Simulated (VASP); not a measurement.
**MgS: single point with HSE06**

MgS:

```
Mg S
1.0
    -0.08689    2.51463    2.51463
     2.51463   -0.08689    2.51463
     2.51463    2.51463   -0.08689
Mg S
1 1
Direct
  0.00000 0.00000 0.00000
  0.50000 0.50000 0.50000
```

The cell was built by a generator and needn't be a form met in nature.

The cell isn't the ideal one: shear_111 strain -5.0%.

* Program: VASP 6.6.1
* Task: single point
* Functional: HSE06
* Potentials or basis: VASP PAW PBE potentials, release 64 (Mg, S)
* Cutoff: 520 eV
* k mesh: 6 × 6 × 6
* Occupations: gaussian, width 0.01 eV
* Spin: no spin polarisation
* Dipole correction: no
* Exchange at q = 0: truncated
* Grid for exact exchange (PRECFOCK): Normal
* Screening parameter: 0.2079 1/A
* Further INCAR settings: ALGO = Normal; EDIFF = 1e-06; NBANDS = 11

```yaml
Pressure: 3.7 GPa
Band_gap_on_the_k_mesh: 3.49 eV, indirect (least direct gap 4.86 eV)
```

Stress tensor (GPa, compression positive):
```
3.74 1.97 1.97
1.97 3.74 1.97
1.97 1.97 3.74
```

Levels at points of the mesh, in eV from the valence-band top:
| k point | band 1 | band 2 | band 3 | band 4 | band 5 | band 6 | band 7 | band 8 | band 9 |
| --- | --- | --- | --- | --- | --- | --- | --- | --- | --- |
| (0.00, 0.00, 0.00) | -14.61 | -0.48 | -0.48 | 0.00 | 4.86 | 8.45 | 8.45 | 9.48 | 11.46 |
| (0.50, 0.00, 0.00) | -13.08 | -5.95 | -1.07 | -0.80 | 5.42 | 7.71 | 8.25 | 11.89 | 13.39 |
| (0.50, 0.50, 0.00) | -12.57 | -5.22 | -2.53 | -2.04 | 3.49 | 4.93 | 13.54 | 14.12 | 15.05 |
| (0.50, 0.50, 0.50) | -12.87 | -5.73 | -1.29 | -1.29 | 4.93 | 7.38 | 7.38 | 11.58 | 13.84 |

Run time: 11 min on 1 thread of AMD EPYC 9R45 (Zen 5), on a shared host, peak memory 0.24 GiB.

Caveat: the PAW data sets were made with another functional, which shifts forces and pressure a little. A k mesh can miss the band edges.
